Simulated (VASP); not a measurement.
# Cu (P6_3/mmc) in VASP: further runs

The runs below take Cu through single point, relaxation of cell and atoms, with PBE.

All numbers are computed with VASP 6.6.1; they aren't measurements. Logs are shortened: lines on timing, memory, paths and dates and some standing lists are left out, and cuts for length are marked.

### Step 1. The structure

The structure is hexagonal, space group P6_3/mmc (No. 194). Conventional cell: a = 2.557 Å, b = 2.557 Å, c = 4.224 Å, α = 90.00°, β = 90.00°, γ = 120.00°. Around Cu (site symmetry -6m2) lie 12 Cu at 2.56 to 2.58 Å.

The cell was built by a generator and needn't be a form met in nature.

### Step 2. Single point, PBE

The input, INCAR:

```
ALGO = Normal
EDIFF = 1E-6
ENCUT = 520
GGA = PE
ISIF = 2
ISMEAR = 0
LASPH = T
LCHARG = T
LELF = T
LREAL = F
LVHAR = T
LWAVE = F
NBANDS = 18
NELM = 80
PREC = Accurate
SIGMA = 0.1639
```

The input, KPOINTS:

```
k-points
0
Gamma
  13 13 7
```

The input, POSCAR:

```
Cu
1.0
    2.5569233686     -0.0000002445      0.0000000000
   -1.2784614725      2.2143607150      0.0000000000
    0.0000000000      0.0000000000      4.2241645083
Cu
2
Direct
    0.3333333333      0.6666666667      0.2500000000
    0.6666666667      0.3333333333      0.7500000000
```

Potentials or basis: VASP PAW PBE potentials, release 64 (Cu).

Launch:

```
cat potpaw_PBE.64/Cu/POTCAR > POTCAR
mpirun -np 1 vasp_std > vasp.out
```

OUTCAR:

```text
EDIFF = 1E-6
   ENCUT = 520
   GGA = PE
   ISIF = 2
   ISMEAR = 0
   LASPH = T
   LREAL = F
   NELM = 80
   PREC = Accurate

 ion  position               nearest neighbor table
   1  0.333  0.667  0.250-   2 2.58   2 2.58   2 2.58   2 2.58   2 2.58   2 2.58
   2  0.667  0.333  0.750-   1 2.58   1 2.58   1 2.58   1 2.58   1 2.58   1 2.58

  LATTYP: Found a hexagonal cell.
 ALAT       =     2.5569233686
 C/A-ratio  =     1.6520497095

  Lattice vectors:

 A1 = (   2.5569233686,  -0.0000002445,   0.0000000000)
 A2 = (  -1.2784614725,   2.2143607150,   0.0000000000)
 A3 = (   0.0000000000,   0.0000000000,   4.2241645083)

Analysis of symmetry for initial positions (statically):
=====================================================================
 Subroutine PRICEL returns:
 Original cell was already a primitive cell.

 Routine SETGRP: Setting up the symmetry group for a
 hexagonal supercell.

 Subroutine GETGRP returns: Found 24 space group operations
 (whereof 12 operations were pure point group operations)
 out of a pool of 24 trial point group operations.

The static configuration has the point symmetry D_3d.
 The point group associated with its full space group is D_6h.

Analysis of symmetry for dynamics (positions and initial velocities):
=====================================================================
 Subroutine PRICEL returns:
 Original cell was already a primitive cell.

 Routine SETGRP: Setting up the symmetry group for a
 hexagonal supercell.

 Subroutine GETGRP returns: Found 24 space group operations
 (whereof 12 operations were pure point group operations)
 out of a pool of 24 trial point group operations.

The dynamic configuration has the point symmetry D_3d.
 The point group associated with its full space group is D_6h.

 Subroutine INISYM returns: Found 24 space group operations
 (whereof 12 operations are pure point group operations),
 and found     1 'primitive' translations

----------------------------------------------------------------------------------------

                                     Primitive cell

  volume of cell :      23.9170

  direct lattice vectors                    reciprocal lattice vectors
     2.556923369 -0.000000244  0.000000000     0.391095043  0.225798779  0.000000000
    -1.278461473  2.214360715  0.000000000     0.000000043  0.451597632  0.000000000
     0.000000000  0.000000000  4.224164508     0.000000000  0.000000000  0.236733204

  length of vectors
     2.556923369  2.556923369  4.224164508     0.451597632  0.451597632  0.236733204

  position of ions in fractional coordinates (direct lattice)
     0.333333333  0.666666667  0.250000000
     0.666666667  0.333333333  0.750000000

  ion indices of the primitive-cell ions
   primitive index   ion index
                 1           1
                 2           2

----------------------------------------------------------------------------------------

 KPOINTS: k-points

Automatic generation of k-mesh.
 Grid dimensions read from file:
 generate k-points for:   13   13    7

 Generating k-lattice:

  Cartesian coordinates                     Fractional coordinates (reciprocal lattice)
     0.030084234  0.017369137  0.000000000     0.076923077  0.000000000  0.000000000
     0.000000003  0.034738279  0.000000000    -0.000000000  0.076923077  0.000000000
     0.000000000  0.000000000  0.033819029     0.000000000  0.000000000  0.142857143

  Length of vectors
     0.034738279  0.034738279  0.033819029

  Shift w.r.t. Gamma in fractional coordinates (k-lattice)
     0.000000000  0.000000000  0.000000000

 Subroutine IBZKPT returns following result:
 ===========================================

 Found     84 irreducible k-points:

 Following reciprocal coordinates:
            Coordinates               Weight
  0.000000  0.000000  0.000000      1.000000
  0.076923  0.000000  0.000000      6.000000
  0.153846  0.000000  0.000000      6.000000
  0.230769 -0.000000  0.000000      6.000000
  0.307692  0.000000  0.000000      6.000000
  0.384615  0.000000  0.000000      6.000000
[... 16 lines left out ...]
  0.076923  0.000000  0.142857     12.000000
  0.153846  0.000000  0.142857     12.000000
 [... further k-points ...]
   k-points           NKPTS =     84   k-points in BZ     NKDIM =     84   number of bands    NBANDS=     18
   number of dos      NEDOS =    301   number of ions     NIONS =      2
   total plane-waves  NPLWV =  12800
   dimension x,y,z NGX =    20 NGY =   20 NGZ =   32
   dimension x,y,z NGXF=    40 NGYF=   40 NGZF=   64
   ions per type =               2
   NGX,Y,Z   is equivalent  to a cutoff of  13.00, 13.00, 12.59 a.u.
   NGXF,Y,Z  is equivalent  to a cutoff of  26.01, 26.01, 25.19 a.u.
 SYSTEM =  unknown system
   PREC   = accura    normal or accurate (medium, high low for compatibility)
   ISTART =      0    job   : 0-new  1-cont  2-samecut
   ICHARG =      2    charge: 1-file 2-atom 10-const
   ISPIN  =      1    spin polarized calculation?
   LNONCOLLINEAR =      F non collinear calculations
   LSORBIT =      F    spin-orbit coupling
   LASPH  =      T    aspherical Exc in radial PAW
   ENCUT  =  520.0 eV  38.22 Ry    6.18 a.u.   4.75  4.75  7.85*2*pi/ulx,y,z
   NELM   =     80;   NELMIN=  2; NELMDL= -5     # of ELM steps
   EDIFF  = 0.1E-05   stopping-criterion for ELM
   LREAL  =      F    real-space projection
   EDIFFG = 0.1E-04   stopping-criterion for IOM
   NSW    =      0    number of steps for IOM
   IBRION =     -1    ionic relax: 0-MD 1-quasi-New 2-CG
   NFREE  =      0    steps in history (QN), initial steepest desc. (CG)
   ISIF   =      2    stress and relaxation
   ISYM   =      2    0-nonsym 1-usesym 2-fastsym
   POTIM  = 0.5000    time-step for ionic-motion
   TEBEG  =    0.0;   TEEND  =   0.0 temperature during run
   PSTRESS=    0.0 pullay stress
   NELECT =      22.0000    total number of electrons
   NUPDOWN=      -1.0000    fix difference up-down
   EMIN   =  10.00;   EMAX   =-10.00  energy-range for DOS
   EFERMI =   0.00;   METHOD = LEGACY
   ISMEAR =     0;   SIGMA  =   0.16  broadening in eV -4-tet -1-fermi 0-gaus
   EFERMI_NEDOS =   21; number of points for ismear=-14 and -15
   IALGO  =     38    algorithm
   IMIX   =      4    mixing-type and parameters
     AMIX     =   0.40;   BMIX     =  1.00
     AMIX_MAG =   1.60;   BMIX_MAG =  1.00
  volume/ion in A,a.u.               =      11.96        80.70
  Fermi-wavevector in a.u.,A,eV,Ry     =   1.592136  3.008700 34.489358  2.534896
  Thomas-Fermi vector in A             =   2.690568
   LORBIT       =      0    0 simple, 1 ext, 2 COOP (PROOUT), +10 PAW based schemes
   GGA     = PE    functional components
   LHFCALC =     F    Hartree Fock is set to
   AEXX    =    0.0000 exact exchange contribution
   IVDW    =     0    specifies the selected vdW correction
   LEPSILON=     F    determine dielectric tensor
   LRPA    =     F    only Hartree local field effects (RPA)
 non-spin polarized calculation
 Gauss-broadening in eV      SIGMA  =   0.16
  energy-cutoff  :      520.00
  volume of cell :       23.92
 maximum number of plane-waves:       658
 NGX is ok and might be reduce to    20
   NGX =  9   NGY =  9   NGZ = 15

 number of electron      22.0000007 magnetization

 Free energy of the ion-electron system (eV)
  ---------------------------------------------------
  ext. energy  EPLUGINS =         0.00000000
  ---------------------------------------------------
  free energy    TOTEN  =        -7.45276972 eV

  energy without entropy =       -7.44697600  energy(sigma->0) =       -7.44987286

 E-fermi :   7.4056     XC(G=0): -12.6536

 val. band max:        7.3333428737   @ k =   0.3846   0.0000   0.4286
 cond. band min:       7.4205612732   @ k =   0.1538   0.0000   0.1429
 fundamental gap:      0.0872183995
 Fermi energy:         7.4055944920

 k-point     1 :       0.0000    0.0000    0.0000
  band No.  band energies     occupation
      1      -1.8251      2.00000
      2       2.3945      2.00000
      3       4.3960      2.00000
      4       4.4920      2.00000
      5       4.4920      2.00000
      6       4.6860      2.00000
[... 10 lines left out ...]
     17      30.8882      0.00000
     18      30.8911      0.00000

 k-point     2 :       0.0769    0.0000    0.0000
  band No.  band energies     occupation
      1      -1.6338      2.00000
      2       2.5066      2.00000
      3       4.3167      2.00000
      4       4.5540      2.00000
      5       4.5607      2.00000
      6       4.6531      2.00000
[... 10 lines left out ...]
     17      31.1158      0.00000
     18      31.9103      0.00000

 k-point     3 :       0.1538    0.0000    0.0000
  band No.  band energies     occupation
      1      -1.0708      2.00000
      2       2.7995      2.00000
      3       4.1625      2.00000
      4       4.3952      2.00000
      5       4.5297      2.00000
      6       4.7308      2.00000
[... 10 lines left out ...]
     17      29.5782      0.00000
     18      31.0694      0.00000

 k-point     4 :       0.2308   -0.0000    0.0000
  band No.  band energies     occupation
      1      -0.1765      2.00000
      2       3.1122      2.00000
      3       3.8918      2.00000
      4       4.0328      2.00000
      5       4.4327      2.00000
      6       4.7332      2.00000
[... 375 lines left out ...]
      4       4.4656      2.00000
      5       4.4656      2.00000
      6       4.6543      2.00000
[... 10 lines left out ...]
     17      29.4187      0.00000
     18      30.9839      0.00000

 k-point    23 :       0.0769    0.0000    0.1429
  band No.  band energies     occupation
      1      -1.4542      2.00000
      2       2.3949      2.00000
      3       4.3130      2.00000
      4       4.4829      2.00000
      5       4.5286      2.00000
      6       4.5755      2.00000
[... 10 lines left out ...]
     17      28.6364      0.00000
     18      31.2122      0.00000

 k-point    24 :       0.1538    0.0000    0.1429
  band No.  band energies     occupation
      1      -0.8964      2.00000
      2       2.7198      2.00000
      3       4.1772      2.00000
      4       4.2125      2.00000
      5       4.4829      2.00000
      6       4.6868      2.00000
[... 10 lines left out ...]
     17      28.4308      0.00000
     18      29.2570      0.00000

 [... further k-points ...]

------------------------ aborting loop because EDIFF is reached ----------------------------------------

  FORCE on cell =-STRESS in cart. coord.  units (eV):
  Direction    XX          YY          ZZ          XY          YZ          ZX
  --------------------------------------------------------------------------------------
  -------------------------------------------------------------------------------------
  Total        0.1136167      0.1136167      0.1126169      0.0000000      0.0000000      0.0000000
  in kB        7.6110711      7.6110711      7.5440976      0.0000000      0.0000000      0.0000000
  external PRESSURE =       7.5887466 kB  Pullay stress =       0.0000000 kB

 VOLUME and BASIS-vectors are now :
 -----------------------------------------------------------------------------
  energy-cutoff  :      520.00
  volume of cell :       23.92
      direct lattice vectors                 reciprocal lattice vectors
     2.556923369 -0.000000244  0.000000000     0.391095043  0.225798779  0.000000000
    -1.278461473  2.214360715  0.000000000     0.000000043  0.451597632  0.000000000
     0.000000000  0.000000000  4.224164508     0.000000000  0.000000000  0.236733204

 POSITION                                       TOTAL-FORCE (eV/Angst)
 -----------------------------------------------------------------------------------
      0.00000      1.47624      1.05604        -0.000000     -0.000000      0.000000
      1.27846      0.73812      3.16812         0.000000      0.000000      0.000000
 -----------------------------------------------------------------------------------
    total drift:                               -0.000000      0.000000     -0.000000

  FREE ENERGIE OF THE ION-ELECTRON SYSTEM (eV)
  ---------------------------------------------------
  free  energy   TOTEN  =        -7.4527697242 eV

  energy  without entropy=       -7.4469759986  energy(sigma->0) =       -7.44987286
```

Run time: 17 s. Hardware: 1 thread of Intel Xeon 6975P-C (Granite Rapids), shared host; peak memory 0.14 GiB.

Results:

```
Free energy            : -7.4528 eV
Pressure               : 0.8 GPa
Band gap on the k mesh : none (metal or under the smearing width)
```

Levels at points of the mesh, in eV from the Fermi level:
```tsv
k point	band 7	band 8	band 9	band 10	band 11	band 12	band 13	band 14	band 15	band 16
(0.00, 0.00, 0.00)	-2.72	-2.40	-2.40	-1.70	-1.70	-1.04	3.56	21.43	21.83	21.83
```

### Step 3. Relaxation of cell and atoms, PBE

This run uses another cell than the first one, of 19.34 Å³/atom, 1.617 times its volume.

The input, INCAR:

```
PREC = Accurate ; ENCUT = 600
EDIFF = 1E-6 ; ISMEAR = 0
SIGMA = 0.1639 ; LREAL = False
LASPH = True ; NELM = 80
ALGO = Fast ; ISIF = 3
LWAVE = False ; LCHARG = False
GGA = PE ; IBRION = 2
NSW = 60 ; EDIFFG = -0.01
```

The input, KPOINTS:

```
Automatic mesh
0
Gamma
  13 13 7
```

The input, POSCAR:

```
Cu
1.0
    3.0183510000      0.0000000000      0.0000000000
   -1.5091750000      2.6139710000      0.0000000000
    0.0000000000      0.0000000000      4.9021310000
Cu
2
Direct
    0.3333300000      0.6666700000      0.2500000000
    0.6666600000      0.3333300000      0.7500000000
```

Potentials or basis: VASP PAW PBE potentials, release 64 (Cu).

Launch:

```
cat potpaw_PBE.64/Cu/POTCAR > POTCAR
mpirun -np 1 vasp_std > vasp.out
```

Wall time 15 min (1 thread of Intel Xeon 6975P-C (Granite Rapids), shared host); peak memory 0.24 GiB.

Results (log left out):

```
Free energy                            : -7.4582 eV
Relaxed volume                         : 12.02 Å³/atom
Relaxed cell                           : a = 2.562 Å, b = 2.562 Å, c = 4.230 Å, α = 90.00°, β = 90.00°, γ = 120.00°
Space group after relaxing (to 0.05 Å) : P6_3/mmc (No. 194)
Energy gained by relaxing              : 728.4 meV/atom
Ionic steps                            : 18
Pressure after relaxing                : 0.0 GPa
Band gap on the k mesh                 : none (metal or under the smearing width)
```

Stress tensor (GPa, compression positive):
```
-0.07  0.00  0.00
 0.00 -0.07  0.00
 0.00  0.00  0.04
```

Step by step:
| step | energy change (eV) | largest force (eV/Å) | pressure (GPa) | volume (Å³) |
| --- | --- | --- | --- | --- |
| 1 | 0.0000 | 0.0000 | -19.35 | 38.68 |
| 2 | 12.0955 | 0.0012 | 45.50 | 27.02 |
| 3 | -0.5840 | 0.0000 | -20.20 | 33.94 |
| 4 | -0.8969 | 0.0000 | -18.82 | 31.34 |
| 5 | -1.1397 | 0.0000 | -16.17 | 29.13 |
| 6 | -1.2421 | 0.0000 | -13.83 | 28.06 |
| 7 | -1.2874 | 0.0000 | -12.13 | 27.54 |
| 8 | -1.3084 | 0.0000 | -12.04 | 27.28 |
| 9 | -1.4198 | 0.0000 | -6.66 | 25.54 |
| 10 | -1.4482 | 0.0000 | -1.11 | 24.73 |
| 11 | -1.4515 | 0.0000 | -2.34 | 24.57 |
| 12 | -1.4558 | 0.0000 | 0.13 | 24.25 |
| 13 | -1.4553 | 0.0000 | -1.60 | 24.31 |
| 14 | -1.4568 | 0.0000 | 0.77 | 24.02 |
| 15 | -1.4567 | 0.0000 | -0.25 | 24.07 |
| 16 | -1.4567 | 0.0000 | -0.28 | 24.06 |
| 17 | -1.4567 | 0.0000 | 0.25 | 24.04 |
| 18 | -1.4567 | 0.0000 | -0.04 | 24.05 |

Final structure:
```
Cu
1.0
     2.56189    0.00000    0.00000
    -1.28095    2.21867    0.00000
     0.00000    0.00000    4.23035
Cu
2
Direct
  0.33333 0.66667 0.25000
  0.66666 0.33333 0.75000
```

Levels at points of the mesh, in eV from the Fermi level:
| k point | band 7 | band 8 | band 9 | band 10 | band 11 | band 12 | band 13 | band 14 | band 15 |
| --- | --- | --- | --- | --- | --- | --- | --- | --- | --- |
| (0.00, 0.00, 0.00) | -2.71 | -2.39 | -2.39 | -1.70 | -1.70 | -1.02 | 3.54 | 21.74 | 21.74 |

Caveat: the volume moved by over 15 % at a fixed basis, so the end points are rough.
